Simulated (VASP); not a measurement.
Write the native input for VASP 6.6.1 that does the following.

| Property | Result |
| --- | --- |
| Task | band structure |
| Functional | PBE |
| Potentials or basis | VASP PAW PBE potentials, release 64 (In_d_GW, P_GW) |
| Cutoff | 900 eV |
| k mesh | 8 × 8 × 8 |
| Occupations | fermi-dirac, width 0.05 eV |
| Spin | no spin polarisation |
| Further INCAR settings | ALGO = Normal; EDIFF = 1e-06; NBANDS = 16 |

The system is InP.

```
In P
1.0
     0.00000    2.93050    2.93050
     2.93050    0.00000    2.93050
     2.93050    2.93050    0.00000
In P
1 1
Cartesian
  0.0000 0.0000 0.0000
  4.3957 4.3957 4.3957
```

One way to write it, as run:

POSCAR

```
InP
1.0
    0.0000000000      2.9305000000      2.9305000000
    2.9305000000      0.0000000000      2.9305000000
    2.9305000000      2.9305000000      0.0000000000
In P
1 1
Direct
    0.0000000000      0.0000000000      0.0000000000
    0.7500000000      0.7500000000      0.7500000000
```

INCAR.step1

```
PREC = Accurate
ENCUT = 900
EDIFF = 1E-6
ISMEAR = -1
SIGMA = 0.05
LREAL = F
LASPH = T
NELM = 60
ALGO = Normal
ISIF = 2
LWAVE = F
LCHARG = T
GGA = PE
NBANDS = 16
```

KPOINTS.step1

```
Automatic mesh
0
Gamma
  8 8 8
```

INCAR.step2

```
PREC = Accurate
ENCUT = 900
EDIFF = 1E-6
ISMEAR = 0
SIGMA = 0.05
LREAL = F
LASPH = T
NELM = 60
ALGO = Normal
ISIF = 2
LWAVE = F
LCHARG = F
GGA = PE
NBANDS = 16
ICHARG = 11
```

KPOINTS.step2

```
path GXWKGLUWLK,UX
15
line-mode
reciprocal
 0.0000000000  0.0000000000  0.0000000000  G
 0.5000000000  0.0000000000  0.5000000000  X

 0.5000000000  0.0000000000  0.5000000000  X
 0.5000000000  0.2500000000  0.7500000000  W

 0.5000000000  0.2500000000  0.7500000000  W
 0.3750000000  0.3750000000  0.7500000000  K

 0.3750000000  0.3750000000  0.7500000000  K
 0.0000000000  0.0000000000  0.0000000000  G

 0.0000000000  0.0000000000  0.0000000000  G
 0.5000000000  0.5000000000  0.5000000000  L

 0.5000000000  0.5000000000  0.5000000000  L
 0.6250000000  0.2500000000  0.6250000000  U

 0.6250000000  0.2500000000  0.6250000000  U
 0.5000000000  0.2500000000  0.7500000000  W

 0.5000000000  0.2500000000  0.7500000000  W
 0.5000000000  0.5000000000  0.5000000000  L

 0.5000000000  0.5000000000  0.5000000000  L
 0.3750000000  0.3750000000  0.7500000000  K

 0.6250000000  0.2500000000  0.6250000000  U
 0.5000000000  0.0000000000  0.5000000000  X
```

Potentials or basis: VASP PAW PBE potentials, release 64 (In_d_GW, P_GW).

Run with:

```bash
$ cat potpaw_PBE.64/In_d_GW/POTCAR potpaw_PBE.64/P_GW/POTCAR > POTCAR
$ cp INCAR.step1 INCAR
$ cp KPOINTS.step1 KPOINTS
$ mpirun -np 1 vasp_std > vasp.out
$ cp INCAR.step2 INCAR
$ cp KPOINTS.step2 KPOINTS
$ mpirun -np 1 vasp_std > vasp.out
```

Results of the run:

| Quantity | Value |
| --- | --- |
| Band gap on the k mesh | 0.71 eV, direct |
| Band gap along the path | 0.71 eV, direct |

Caveat: the log is that of the step along the path at fixed density, whose energy, stress, charges and moments have no meaning; spin-orbit coupling is left out, which moves the levels of the heavy elements.

Run time: 4.8 min on 1 thread of Intel(R) Xeon(R) Platinum 8488C (Sapphire Rapids) (shared host), peak memory 0.55 GiB.
